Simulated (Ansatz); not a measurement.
# Pd (Im-3m) in Ansatz: convergence with wavefunction cutoff

Aim: find how far wavefunction cutoff must go before the results for Pd settle, at PBE. This setting moves, with any that are tied to it; all else stays.

Program: Ansatz 0.2.0. These are calculated values, not measurements. Logs are shortened: lines on timing, memory, paths and dates and some standing lists are left out, and cuts for length are marked.

## Step 1: The crystal as given

It takes space group Im-3m (No. 229, cubic). Conventional cell: a = 3.145 Å, b = 3.145 Å, c = 3.145 Å, α = 90.00°, β = 90.00°, γ = 90.00°. Pd (site symmetry m-3m) is surrounded by 8 Pd at 2.72 Å.

This isn't the form of Pd at room conditions, which is fcc.

## Step 2: With wavefunction cutoff 400 eV

File input.yaml:

```yaml
crystal:
  lattice:
    - [-1.572281, 1.572281, 1.572281]
    - [1.572281, -1.572281, 1.572281]
    - [1.572281, 1.572281, -1.572281]
  atoms:
    - { symbol: Pd, position: [0.0, 0.0, 0.0] }
hamiltonian:
  xc: pbe
  pseudopotentials: { kind: nc, source: spms }
kpoints:
  mp_grid: { grid: [10, 10, 10] }
scf:
  occupations: { method: fermi_dirac, width: 0.05 }
output:
  forces: true
  stress: true
  eigenvalues: true
basis:
  ecutwfc: "400 eV"
```

Potentials or basis: SPMS NC.

Run with:

```bash
> ansatz run input.yaml --threads 2 --pin off --max-ram 5632MiB --backend cpu --events-out ev --progress --plain --runs-dir out
```

It took 0.97 s on 2 threads of Intel Xeon at 2.50GHz (Skylake/Cascade Lake), shared host; peak memory 0.24 GiB.

Results:

```
Free energy            : -3629.9436 eV
Pressure               : -0.5 GPa
Band gap on the k mesh : none (metal or under the smearing width)
```

## Step 3: With wavefunction cutoff 500 eV

input.yaml: that of step 2 with these lines changed.

```diff
@@ -19,2 +19,2 @@
 basis:
-  ecutwfc: "400 eV"
+  ecutwfc: "500 eV"
```

Potentials or basis: SPMS NC.

Run with:

```bash
> ansatz run input.yaml --threads 2 --pin off --max-ram 5632MiB --backend cpu --events-out ev --progress --plain --runs-dir out
```

Run time: 1.2 s. Hardware: 2 threads of Intel Xeon at 2.50GHz (Skylake/Cascade Lake), shared host; peak memory 0.24 GiB.

What came out:

```
Free energy            : -3633.4888 eV
Pressure               : -0.9 GPa
Band gap on the k mesh : none (metal or under the smearing width)
```

## Step 4: With wavefunction cutoff 600 eV

input.yaml: that of step 3 with these lines changed.

```diff
@@ -19,2 +19,2 @@
 basis:
-  ecutwfc: "500 eV"
+  ecutwfc: "600 eV"
```

Run with:

```bash
> ansatz run input.yaml --threads 2 --pin off --max-ram 5632MiB --backend cpu --events-out ev --progress --plain --runs-dir out
```

It took 1.1 s on 2 threads of Intel Xeon at 2.50GHz (Skylake/Cascade Lake), shared host; peak memory 0.25 GiB.

What came out:

```
Free energy            : -3633.8153 eV
Pressure               : -0.5 GPa
Band gap on the k mesh : none (metal or under the smearing width)
```

## Step 5: With wavefunction cutoff 700 eV

input.yaml: that of step 4 with these lines changed.

```diff
@@ -19,2 +19,2 @@
 basis:
-  ecutwfc: "600 eV"
+  ecutwfc: "700 eV"
```

Run with:

```bash
> ansatz run input.yaml --threads 2 --pin off --max-ram 5632MiB --backend cpu --events-out ev --progress --plain --runs-dir out
```

Wall time 1.5 s (2 threads of Intel Xeon at 2.50GHz (Skylake/Cascade Lake), shared host); peak memory 0.26 GiB.

Results:

```yaml
Free_energy: -3633.8260 eV
Pressure: -0.4 GPa
Band_gap_on_the_k_mesh: none (metal or under the smearing width)
```

## Step 6: With wavefunction cutoff 850 eV

input.yaml: that of step 5 with these lines changed.

```diff
@@ -19,2 +19,2 @@
 basis:
-  ecutwfc: "700 eV"
+  ecutwfc: "850 eV"
```

Potentials or basis: SPMS NC.

Run with:

```bash
> ansatz run input.yaml --threads 2 --pin off --max-ram 5632MiB --backend cpu --events-out ev --progress --plain --runs-dir out
```

Run time: 1.6 s. Hardware: 2 threads of Intel Xeon at 2.50GHz (Skylake/Cascade Lake), shared host; peak memory 0.27 GiB.

The run converged. Its results:

```
Free energy            : -3633.8266 eV
Pressure               : -0.5 GPa
Band gap on the k mesh : none (metal or under the smearing width)
```

## Step 7: With wavefunction cutoff 1000 eV

input.yaml: that of step 6 with these lines changed.

```diff
@@ -19,2 +19,2 @@
 basis:
-  ecutwfc: "850 eV"
+  ecutwfc: "1000 eV"
```

Run with:

```bash
> ansatz run input.yaml --threads 2 --pin off --max-ram 5632MiB --backend cpu --events-out ev --progress --plain --runs-dir out
```

Run time: 1.6 s. Hardware: 2 threads of Intel Xeon at 2.50GHz (Skylake/Cascade Lake), shared host; peak memory 0.29 GiB.

It converged, with:

* Free energy: -3633.8267 eV
* Pressure: -0.5 GPa
* Band gap on the k mesh: none (metal or under the smearing width)

## Step 8: With wavefunction cutoff 1200 eV

input.yaml: that of step 7 with these lines changed.

```diff
@@ -19,2 +19,2 @@
 basis:
-  ecutwfc: "1000 eV"
+  ecutwfc: "1200 eV"
```

Run with:

```bash
> ansatz run input.yaml --threads 2 --pin off --max-ram 5632MiB --backend cpu --events-out ev --progress --plain --runs-dir out
```

Run time: 2.3 s. Hardware: 2 threads of Intel Xeon at 2.50GHz (Skylake/Cascade Lake), shared host; peak memory 0.3 GiB.

The run converged. Its results:

| Property | Result |
| --- | --- |
| Free energy | -3633.8268 eV |
| Pressure | -0.5 GPa |
| Band gap on the k mesh | none (metal or under the smearing width) |

## Step 9: With wavefunction cutoff 1400 eV

input.yaml: that of step 8 with these lines changed.

```diff
@@ -19,2 +19,2 @@
 basis:
-  ecutwfc: "1200 eV"
+  ecutwfc: "1400 eV"
```

Potentials or basis: SPMS NC.

Run with:

```bash
> ansatz run input.yaml --threads 2 --pin off --max-ram 5632MiB --backend cpu --events-out ev --progress --plain --runs-dir out
```

Run time: 2.7 s. Hardware: 2 threads of Intel Xeon at 2.50GHz (Skylake/Cascade Lake), shared host; peak memory 0.33 GiB.

The run converged. Its results:

```yaml
Free_energy: -3633.8269 eV
Pressure: -0.5 GPa
Band_gap_on_the_k_mesh: none (metal or under the smearing width)
```

## Step 10: With wavefunction cutoff 1700 eV

input.yaml: that of step 9 with these lines changed.

```diff
@@ -19,2 +19,2 @@
 basis:
-  ecutwfc: "1400 eV"
+  ecutwfc: "1700 eV"
```

Potentials or basis: SPMS NC.

Run with:

```bash
> ansatz run input.yaml --threads 2 --pin off --max-ram 5632MiB --backend cpu --events-out ev --progress --plain --runs-dir out
```

Log:

```text
Warning: RAYON_NUM_THREADS=2 ignored (pool sized by the plan → 2); use --threads N
Engine: ansatz 0.2.0, x86_64-unknown-linux-gnu
Pseudopotentials: kind: nc
Pseudopotential: Pd, nc, valence charge 18, recommended cutoff 653.073269903712 eV (normal), Pd.nc.azcp
Functional definition: PBE
  parameter kappa = 0.804
  parameter beta = 0.06672455060314922
  exchange = pbe_x(kappa = kappa, mu = beta*pi^2/3)
  correlation = pbe_c(beta = beta)
Crystal: 1 atoms, lattice volume = 15.547 Å³
Basis set: ecut = 1700 eV, 2491 PW (Γ), exchange–correlation on 80×80×80 points (8 copies of the dense FFT grid, shifted against one another)
Bands: 13, of which v1, the nominal top of the filled ones, is band 9 counted from 1 (8 counted from 0)
Symmetry: 48 space group operations
Space group: Im-3m (ITA 229), of the structure as read, at distance tolerance 2.5e-5 Å
k-points: 47 of 1000
Non-local potential: Pd, projectors of the file, l = 0: 2, l = 1: 2, l = 2: 2
Initial density: superposition of atomic densities (chi_scale 0.1, normalization cell)
Initial wavefunctions: pseudopotential atomic-orbital guess
Functional: x = pbe(κ = 0.804, μ = 0.2195149727645171), c = pbe(β = 0.06672455060314922)
SCF iter   1: F=—  HF=-3634.703522 eV  |F-HF|=—  |Δ(HF+E_count)|=         —  Δρ=1.54e-1  dr2=3.15e0  ethr=3.10e-3  ⟨swp⟩=5.9  Hψ=3561  notcnv=0
preconditioner: auto → none  [insulator: Δε(μ)=0.116 eV  Ē_g=13.093 eV  σ=0.050 eV  W_gap=0.51  n_scr=0 (ndim 8)  ℏωp=29.8 eV  f_vac=0.000  D(μ)=0.95/eV (n_scr^D=12)  ε∞_Penn≈6.2]
SCF iter   2: F=—  HF=-3633.942021 eV  |F-HF|=—  |Δ(HF+E_count)|=   7.62e-1  Δρ=6.11e-2  dr2=3.37e-1  ethr=3.10e-3  ⟨swp⟩=3.0  Hψ=1722  notcnv=0
SCF iter   3: F=—  HF=-3633.831647 eV  |F-HF|=—  |Δ(HF+E_count)|=   1.10e-1  Δρ=2.04e-2  dr2=2.20e-2  ethr=1.87e-3  ⟨swp⟩=2.6  Hψ=1324  notcnv=0
SCF iter   4: F=—  HF=-3633.826902 eV  |F-HF|=—  |Δ(HF+E_count)|=   4.74e-3  Δρ=2.08e-3  dr2=1.86e-4  ethr=1.22e-4  ⟨swp⟩=2.9  Hψ=1190  notcnv=0
SCF iter   5: F=—  HF=-3633.826932 eV  |F-HF|=—  |Δ(HF+E_count)|=   2.93e-5  Δρ=4.93e-4  dr2=2.82e-5  ethr=1.03e-6  ⟨swp⟩=2.4  Hψ=984  notcnv=0
SCF iter   6: F=—  HF=-3633.826950 eV  |F-HF|=—  |Δ(HF+E_count)|=   1.87e-5  Δρ=3.54e-5  dr2=9.48e-8  ethr=5.56e-10  ⟨swp⟩=5.1  Hψ=3377  notcnv=0
SCF iter   7: F=-3633.826950 eV  HF=-3633.826950 eV  |F-HF|=1.72e-9  |Δ(HF+E_count)|=   4.61e-9  Δρ=5.85e-6  dr2=3.26e-9  ethr=5.27e-10  ⟨swp⟩=2.1  Hψ=2066  notcnv=0
SCF 1 converged in 7 iterations: F = -3633.826950 eV  dr2 = 3.26e-9
SCF converged after 7 iterations
Free energy (F): -3633.826950 eV
Harris-Foulkes:  -3633.826950 eV  (|F-HF|=1.72e-9)
Internal energy: -3633.815144 eV  (E = F + TS)
E sigma→0 (E₀):  -3633.821047 eV
Entropy (-TS):   -0.011807 eV (-11.807 meV/atom)
Fermi energy:    18.731197 eV
--- Per-component energies (eV) ---
  E_band       = -152.278766
  E_kinetic    = 1170.776533
  E_local      = -1902.501932  (includes V_loc(G=0)·N_el)
  E_nonlocal   = -358.572162
  E_hartree    = 704.505938
  E_xc         = -548.316922
  E_vxc        = -470.995540  (∫ρ·V_xc dr)
  E_ewald      = -2699.706598
  E_smearing   = -0.011807  (= −TS)
  E_closure    = -0.000000  (closes the sum)
  Σ components = -3633.826950   (vs F -3633.826950, Δ=0.00e0)
--- Forces (eV/Å), atoms counted from 1 ---
  atom   1  Pd    -0.00000000     0.00000000     0.00000000
  max |Σ_I F_I| component: 2.71e-31 eV/Å
--- Stress (GPa, compression-positive) ---
       -0.450606       0.000000       0.000000
        0.000000      -0.450606      -0.000000
        0.000000       0.000000      -0.450606
  P = ⅓ Tr σ = -0.4506 GPa (-4.506 kbar)
--- Band table (eV; the first three rows and the last of 47) ---
  k-point 0: bands = ["-65.1368", "-30.7470", "-30.7470", "-30.7470", "11.9322", "15.9780", "15.9780", "15.9780", "17.8421", "17.8421", "38.4185", "38.4185", "38.4185"]
  k-point 1: bands = ["-65.1322", "-30.7810", "-30.7588", "-30.7468", "12.2942", "15.8608", "15.9829", "16.2320", "17.7149", "17.8518", "37.9315", "38.3677", "38.8039"]
  k-point 2: bands = ["-65.1204", "-30.8694", "-30.7896", "-30.7463", "13.2183", "15.5657", "16.0370", "16.9423", "17.5447", "17.8874", "35.6139", "37.4156", "39.8018"]
  k-point 46: bands = ["-65.0526", "-31.0068", "-31.0068", "-31.0068", "13.8737", "13.8737", "18.9202", "18.9202", "18.9202", "27.7960", "27.7960", "27.7960", "35.6096"]
```

Run time: 3.4 s. Hardware: 2 threads of Intel Xeon at 2.50GHz (Skylake/Cascade Lake), shared host; peak memory 0.35 GiB.

What came out:

| Item | Value |
| --- | --- |
| Free energy | -3633.8270 eV |
| Pressure | -0.5 GPa |
| Band gap on the k mesh | none (metal or under the smearing width) |

## Step 11: Result

| wavefunction cutoff | energy less the tightest run, at zero smearing (meV/atom) | pressure (GPa) | SCF cycles | CPU time (s) | peak memory (GiB) |
| --- | --- | --- | --- | --- | --- |
| 400 eV | 3882.37 | -0.49 | 7 | 1.3 | 0.24 |
| 500 eV | 338.30 | -0.86 | 7 | 1.7 | 0.24 |
| 600 eV | 11.62 | -0.45 | 7 | 1.8 | 0.25 |
| 700 eV | 0.91 | -0.45 | 7 | 2 | 0.26 |
| 850 eV | 0.32 | -0.45 | 7 | 2.7 | 0.27 |
| 1000 eV | 0.25 | -0.45 | 7 | 2.7 | 0.29 |
| 1200 eV | 0.17 | -0.45 | 7 | 3.8 | 0.3 |
| 1400 eV | 0.05 | -0.45 | 7 | 4.8 | 0.33 |
| 1700 eV | 0.00 | -0.45 | 7 | 6.2 | 0.35 |

Against the tightest run, the energy stays within 1 meV/atom from 700 eV on; the pressure stays within 0.1 GPa from 600 eV on. The tightest run that finished is the yardstick and may itself not be fully converged.
